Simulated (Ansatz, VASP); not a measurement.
**Rh in VASP and in Ansatz**

File INCAR:

```
PREC = Accurate
ENCUT = 520
EDIFF = 1E-6
ISMEAR = -1
SIGMA = 0.08
LREAL = F
LASPH = T
NELM = 60
ALGO = Normal
ISIF = 2
LWAVE = F
LCHARG = F
GGA = PE
NBANDS = 14
```

File KPOINTS:

```
Automatic mesh
0
Gamma
  16 16 16
```

File POSCAR:

```
Rh
1.0
    0.0000000000      1.8887875349      1.8887875349
    1.8887875349      0.0000000000      1.8887875349
    1.8887875349      1.8887875349      0.0000000000
Rh
1
Direct
    0.0000000000      0.0000000000      0.0000000000
```

Input for Ansatz:

```yaml
crystal:
  lattice:
    - [0.0, 1.8887875349, 1.8887875349]
    - [1.8887875349, 0.0, 1.8887875349]
    - [1.8887875349, 1.8887875349, 0.0]
  atoms:
    - { symbol: Rh, position: [0.0, 0.0, 0.0] }
kpoints:
  mp_grid: { grid: [16, 16, 16] }
scf:
  occupations: { method: fermi_dirac, width: 0.08 }
hamiltonian:
  xc: pbe
  pseudopotentials: { kind: all_electron, lapw: { basis_error: 0.001 } }
output:
  forces: true
  stress: true
  eigenvalues: true
```

Change from the starting cell: volume scaled by 0.98.

Alike in both runs: task single point; functional PBE; k mesh 16 × 16 × 16; occupations fermi-dirac, width 0.08 eV; no spin polarisation.

|  | VASP | Ansatz |
| --- | --- | --- |
| version | VASP 6.6.1 | Ansatz 0.2.0 |
| potentials or method | VASP PAW PBE potentials, release 64 (Rh_pv) | all-electron LAPW, scalar-relativistic |
| plane-wave cutoff (eV) | 520 | see its input |

```tsv
	VASP	Ansatz	Ansatz less VASP
pressure (GPa)	12.1	12.1	-0.08
```

Ansatz ran all-electron here, so the differences hold the error of VASP's frozen core and of both bases.
